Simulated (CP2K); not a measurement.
Crystal: As.

```
As
1.0
     4.56640    0.00000    0.00000
    -2.28320    3.95462    0.00000
     0.00000    0.00000    2.83374
As
2
Direct
  0.33333 0.66667 0.00000
  0.66667 0.33333 0.00000
```

The cell was built by a generator and needn't be a form met in nature.

Program: CP2K 2026.2. Alike in all runs: no spin polarisation; cell as given; k mesh 7 × 7 × 9; smearing fermi-dirac 0.05 eV.

Problem. Order these runs on this cell by their pressure, lowest first.
A. level MS2; potentials or basis POTENTIAL_UZH As GTH-PBE-q5; TZVP-MOLOPT-PBE-GTH basis; basis sets As TZVP-MOLOPT-PBE-GTH-q5; potentials As GTH-PBE-q5 of POTENTIAL_UZH; points a segment of the path (NPOINTS) 10; bands added on the path 4; CUTOFF of the grids 675 Ry
B. level LDA; potentials or basis GTH_POTENTIALS As GTH-PADE-q5; TZVP-MOLOPT-PBE-GTH basis; basis sets As TZVP-MOLOPT-PBE-GTH-q5; potentials As GTH-PADE-q5 of GTH_POTENTIALS; points a segment of the path (NPOINTS) 8; bands added on the path 2; CUTOFF of the grids 450 Ry
C. level r2SCAN; potentials or basis POTENTIAL_UZH As GTH-SCAN-q5; TZVP-MOLOPT-SCAN-GTH basis; basis sets As TZVP-MOLOPT-SCAN-GTH-q5; potentials As GTH-SCAN-q5 of POTENTIAL_UZH; points a segment of the path (NPOINTS) 8; bands added on the path 2; CUTOFF of the grids 675 Ry
D. level BLYP; potentials or basis POTENTIAL_UZH As GTH-PBE-q5; TZVP-MOLOPT-PBE-GTH basis; basis sets As TZVP-MOLOPT-PBE-GTH-q5; potentials As GTH-PBE-q5 of POTENTIAL_UZH; CUTOFF of the grids 675 Ry

Solution. B (-4.0 GPa), C (-2.4 GPa), A (1.4 GPa), D (4.0 GPa).

Caveats: the basis of atomic orbitals isn't converged, which shifts pressures, moduli and gaps; the potentials were made for another functional, which shifts forces and pressure (some runs).

Not every run made on this cell is shown here.
